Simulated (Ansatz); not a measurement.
In NaI (rock salt type) the Na atom of the primitive cell, with all its periodic images, is moved by 0.06 Å along [111].

```yaml
crystal:
  lattice:
    - [0.00000, 3.26500, 3.26500]
    - [3.26500, 0.00000, 3.26500]
    - [3.26500, 3.26500, 0.00000]
  atoms:
    - { symbol: Na, position: [0.00530, 0.00530, 0.00530] }
    - { symbol: I, position: [0.50000, 0.50000, 0.50000] }
```
Lattice in Å, positions in fractions of it.

Method: Ansatz 0.2.0 development build, PBE0, plane waves, PAW datasets (generated hard set).

Cutoff 700 eV; exchange singularity: Wigner-Seitz; k-mesh 4×4×4 Γ-centred; Fermi–Dirac smearing of 0.05 eV; no spin polarisation; no spin–orbit coupling.

Task: What force results?

Result: The force on it along the displacement is -0.0440 eV/Å, a force constant of 0.73 eV/Å².

```json
{"atom": "Na1", "Fx (eV/Å)": "-0.0254", "Fy (eV/Å)": "-0.0254", "Fz (eV/Å)": "-0.0254"}
{"atom": "I2", "Fx (eV/Å)": "0.0253", "Fy (eV/Å)": "0.0253", "Fz (eV/Å)": "0.0253"}
```

Potentials made with PBE were used with another functional.
